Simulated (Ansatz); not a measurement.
## CdO2 in Ansatz: the effect of functional

CdO2:

```
Cd O
1.0
     3.40527    0.00000    0.00000
    -1.70263    2.94905    0.00000
     0.00000    0.00000    4.06340
Cd O
1 2
Direct
  0.00000 0.00000 0.00000
  0.33333 0.66667 0.24422
  0.66667 0.33333 0.75578
```

The cell comes from a database or a generator and needn't be the stable form of this composition.

The cell isn't the ideal one: volume scaled by 0.94.

Alike in all runs:

```yaml
Program: Ansatz 0.2.0
Task: single point
Potentials_or_basis: Ansatz PAW
k_mesh: 9 × 9 × 7
Occupations: fermi-dirac, width 0.05 eV
Spin: no spin polarisation
```

| functional | cutoff | pressure (GPa) | largest force (eV/Å) |
| --- | --- | --- | --- |
| LDA | 420 eV (not typed: the program's choice for these potentials) | -10.9 | 0.17 |
| PBEsol | 420 eV (not typed: the program's choice for these potentials) | ? | ? |
| r2SCAN | 500 eV (not typed: the program's choice for these potentials) | -5.0 | 0.08 |

Problem. What does the run with functional PBEsol give?

Solution. Pressure -6.1 GPa; largest force 0.01 eV/Å.

Caveats: the PAW data sets come from PBE, with cores solved anew for the run's functional, which leaves a small shift of forces and pressure.

Runs at the PBE level aren't shown here.
